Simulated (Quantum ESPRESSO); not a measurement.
NbP:

```xyz
4
Lattice="-1.6749 1.6749 5.7401 1.6749 -1.6749 5.7401 1.6749 1.6749 -5.7401" Properties=species:S:1:pos:R:3 pbc="T T T"
Nb    1.6749    0.0000    2.8687
Nb    0.0000    0.0000    5.7387
P     0.0000    1.6749    3.8200
P     0.0000    0.0000    0.9500
```

The cell is a database's computed one.

Base run:

| Property | Result |
| --- | --- |
| Program | Quantum ESPRESSO 7.5 |
| Functional | PBEsol |
| Potentials or basis | GBRV 1.5 PBEsol |
| Cutoff | 612 eV |
| Density cutoff | 4898 eV |
| k mesh | 11 × 11 × 11 |
| Occupations | fermi-dirac, width 0.05 eV |
| Spin | no spin polarisation |

Its results: band gap on the k mesh none (metal or under the smearing width); pressure -6.7 GPa; largest force 0.017 eV/Å.

**Question.** The run is repeated on the same cell with these changes: functional from PBEsol to PBE; potentials or basis from GBRV 1.5 PBEsol to PseudoDojo 0.4.1 SR PBE standard; cutoff from 612 eV to 1116 eV; density cutoff from 4898 eV to 4463 eV. What comes out?

**Answer.** Band gap on the k mesh none (metal or under the smearing width); pressure -1.0 GPa; largest force 0.016 eV/Å.

Caveats: some levels on the path didn't converge.

Not every run made on this cell is shown here.
